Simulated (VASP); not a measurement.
# Zr (Im-3m) in VASP: a run that goes wrong, beside a sound one

A flawed run on Zr and a sound one for comparison.

Everything below comes from runs of VASP 6.6.1. Logs are shortened: lines on timing, memory, paths and dates and some standing lists are left out, and cuts for length are marked.

### 1 The crystal as given

The structure is cubic, space group Im-3m (No. 229). Conventional cell: a = 3.620 Å, b = 3.620 Å, c = 3.620 Å, α = 90.00°, β = 90.00°, γ = 90.00°. Around Zr (site symmetry m-3m) lie 8 Zr at 3.14 Å.

This isn't the form of Zr at room conditions, which is hcp.

### 2 A run with an altered input

INCAR reads:

```
SYSTEM = Zr
PREC = Accurate
ENCUT = 600
EDIFF = 1E-6
ISMEAR = 0
SIGMA = 1.0
LREAL = .False.
LASPH = .True.
NELM = 75
ALGO = Fast
ISIF = 3
LWAVE = .False.
LCHARG = .False.
GGA = PS
IBRION = 2
NSW = 30
EDIFFG = -0.005
```

KPOINTS reads:

```
Automatic mesh
0
Gamma
  10 10 10
  0 0 0
```

POSCAR reads:

```
Zr
1.0
   -1.8100000000      1.8100000000      1.8100000000
    1.8100000000     -1.8100000000      1.8100000000
    1.8100000000      1.8100000000     -1.8100000000
Zr
1
Direct
    0.0000000000      0.0000000000      0.0000000000
```

Potentials or basis: VASP PAW PBE potentials, release 64 (Zr_sv).

Launch:

```sh
> cat potpaw_PBE.64/Zr_sv/POTCAR > POTCAR
> mpirun -np 1 vasp_std > vasp.out
```

OUTCAR:

```text
SYSTEM = Zr
   PREC = Accurate
   ENCUT = 600
   EDIFF = 1E-6
   ISMEAR = 0
   LREAL = .False.
   LASPH = .True.
   NELM = 75
   ISIF = 3
   GGA = PS
   IBRION = 2
   NSW = 30
[... 583 lines left out ...]
      5       5.9018      1.99996
      6       8.9638      0.83543
      7       8.9969      0.79910
      8      11.3532      0.00033
      9      12.6319      0.00000
     10      13.2804      0.00000

 [... further k-points ...]
[... 5 lines left out ...]
  --------------------------------------------------------------------------------------
  -------------------------------------------------------------------------------------
  Total       -0.0010945     -0.0010945     -0.0010945     -0.0000000      0.0000000     -0.0000000
  in kB       -0.0769210     -0.0769210     -0.0769210     -0.0000000      0.0000000     -0.0000000
  external PRESSURE =      -0.0769210 kB  Pullay stress =       0.0000000 kB
[... 16 lines left out ...]
  FREE ENERGIE OF THE ION-ELECTRON SYSTEM (eV)
  ---------------------------------------------------
  free  energy   TOTEN  =        -9.4422796018 eV

  energy  without entropy=       -8.6492079104  energy(sigma->0) =       -9.04574376

 reached required accuracy - stopping structural energy minimisation
```

OSZICAR:

```text
N       E                     dE             d eps       ncg     rms          rms(c)
DAV:   1     0.931297715867E+02    0.93130E+02   -0.76247E+03   948   0.133E+03
DAV:   2    -0.596377410876E+01   -0.99094E+02   -0.97236E+02  1028   0.316E+02
DAV:   3    -0.964535294619E+01   -0.36816E+01   -0.35591E+01  1316   0.511E+01
DAV:   4    -0.981548862317E+01   -0.17014E+00   -0.16967E+00  1168   0.101E+01
[... 44 lines left out ...]
RMM:  10    -0.944227575688E+01    0.29200E-05   -0.32061E-04  1291   0.242E-01    0.736E-02
RMM:  11    -0.944227595723E+01   -0.20035E-06   -0.82795E-05  1125   0.123E-01    0.135E-02
RMM:  12    -0.944227789400E+01   -0.19368E-05   -0.23527E-05   996   0.371E-02    0.308E-03
RMM:  13    -0.944227873656E+01   -0.84256E-06   -0.10653E-05   875   0.235E-02    0.578E-03
RMM:  14    -0.944227960182E+01   -0.86526E-06   -0.61927E-06   732   0.153E-02
   3 F= -.94422796E+01 E0= -.90457438E+01  d E =-.971909E-02
```

It took 95 s on 1 thread of Intel Xeon Platinum 8175M at 2.50GHz (Skylake/Cascade Lake), shared host; peak memory 0.17 GiB.

Self-consistency was reached. What is wrong with the input: smearing far too wide (ISMEAR = 0; SIGMA = 1). The program ran through all the same, so the numbers look like a result but aren't the crystal's properties.

### 3 Relaxation of cell and atoms, PBEsol

INCAR reads:

```
ALGO = Fast
EDIFF = 1E-6
EDIFFG = -0.005
ENCUT = 600
GGA = PS
IBRION = 2
ISIF = 3
ISMEAR = -1
LASPH = T
LCHARG = F
LREAL = F
LWAVE = F
NELM = 100
NSW = 60
PREC = Accurate
SIGMA = 0.05
```

KPOINTS reads:

```
k-points
0
Gamma
  10 10 10
```

POSCAR is that of step 2.

Potentials or basis: VASP PAW PBE potentials, release 64 (Zr_sv).

Launch:

```sh
> cat potpaw_PBE.64/Zr_sv/POTCAR > POTCAR
> mpirun -np 1 vasp_std > vasp.out
```

It took 2 min on 1 thread of Intel Xeon Platinum 8175M at 2.50GHz (Skylake/Cascade Lake), shared host; peak memory 0.16 GiB.

Results (log left out):

| Property | Result |
| --- | --- |
| Free energy | -9.0296 eV |
| Relaxed volume | 21.75 Å³/atom |
| Relaxed cell | a = 3.046 Å, b = 3.046 Å, c = 3.046 Å, α = 109.47°, β = 109.47°, γ = 109.47° |
| Space group after relaxing (to 0.05 Å) | Im-3m (No. 229) |
| Energy gained by relaxing | 46.2 meV/atom |
| Ionic steps | 3 |
| Pressure after relaxing | 0.0 GPa |
| Band gap on the k mesh | none (metal or under the smearing width) |

Step by step:
```csv
step,energy change (eV),largest force (eV/Å),pressure (GPa),volume (Å³)
1,0.0000,0.0000,-6.92,23.72
2,-0.0182,0.0000,6.80,20.38
3,-0.0462,0.0000,-0.03,21.75
```

Final structure:
```
Zr
1.0
    -1.75852    1.75852    1.75852
     1.75852   -1.75852    1.75852
     1.75852    1.75852   -1.75852
Zr
1
Direct
  0.00000 0.00000 0.00000
```

Levels at points of the mesh, in eV from the Fermi level:
| k point | band 2 | band 3 | band 4 | band 5 | band 6 | band 7 | band 8 | band 9 | band 10 |
| --- | --- | --- | --- | --- | --- | --- | --- | --- | --- |
| (0.00, 0.00, 0.00) | -25.70 | -25.70 | -25.70 | -5.51 | 1.13 | 1.13 | 1.13 | 3.80 | 3.80 |
| (0.50, 0.00, 0.00) | -26.91 | -26.08 | -25.71 | -3.01 | -0.82 | 1.88 | 3.83 | 4.56 | 6.85 |
| (0.50, 0.50, 0.50) | -26.52 | -26.52 | -26.52 | -2.85 | -2.85 | 6.10 | 6.10 | 6.10 | 7.89 |

Caveat: the PAW data sets were made with another functional, which shifts forces and pressure a little.
